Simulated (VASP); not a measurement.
Input of a VASP 6.6.1 run:

Contents of POSCAR:

```
Si                                      
1.0
    0.0000000000      2.7342968687      2.7342968687
    2.7342968687      0.0000000000      2.7342968687
    2.7342968687      2.7342968687      0.0000000000
  Si            
     2
Direct
     0.7500000000000000    0.7500000000000000    0.7500000000000000
     0.5000000000000000    0.5000000000000000    0.5000000000000000
```

The input INCAR.step1:

```
  PREC = Accurate
  ENCUT = 520
  EDIFF = 1E-5
  ISMEAR = 0
  SIGMA = 0.03
  LREAL = False
  LASPH = True
  NELM = 80
  ALGO = Normal
  ISIF = 2
  LWAVE = True
  LCHARG = False
  NBANDS = 11
  KPAR = 4
  GGA = PE
```

File INCAR.step2:

```
  PREC = Accurate
  ENCUT = 520
  EDIFF = 1E-6
  ISMEAR = 0
  SIGMA = 0.03
  LREAL = False
  LASPH = True
  NELM = 80
  ALGO = Normal
  ISIF = 2
  LWAVE = False
  LCHARG = False
  GGA = PE
  LHFCALC = True
  HFSCREEN = 0.2
  PRECFOCK = Fast
  NBANDS = 11
  KPAR = 4
  ISTART = 1
```

Contents of KPOINTS:

```
Automatic mesh
0
Gamma
  6 6 6
```

The input KPOINTS_OPT:

```
explicit points
9
Reciprocal
 0.0000000000  0.0000000000  0.0000000000 1
 0.3750000000  0.3750000000  0.7500000000 1
 0.5000000000  0.5000000000  0.5000000000 1
 0.6250000000  0.2500000000  0.6250000000 1
 0.5000000000  0.2500000000  0.7500000000 1
 0.5000000000  0.0000000000  0.5000000000 1
 0.4000000000  0.0000000000  0.4000000000 1
 0.4250000000  0.0000000000  0.4250000000 1
 0.4500000000  0.0000000000  0.4500000000 1
```

Potentials or basis: VASP PAW PBE potentials, release 64 (Si).

Command:

```bash
$ cat potpaw_PBE.64/Si/POTCAR > POTCAR
$ cp INCAR.step1 INCAR
$ mpirun -np 4 vasp_std > vasp.out
$ cp INCAR.step2 INCAR
$ mpirun -np 4 vasp_std > vasp.out
```

(1) Estimate the pressure.

(2) What does it give for the band gap on the k mesh?

(3) Estimate the band gap along the path.

## Answers

(1) -1.8 GPa.

(2) 1.35 eV, indirect (least direct gap 3.33 eV).

(3) 1.20 eV, indirect (least direct gap 3.33 eV).

Caveat: the PAW data sets were made with another functional, which shifts forces and pressure a little; the mesh misses the band edges, which the band path finds closer together.
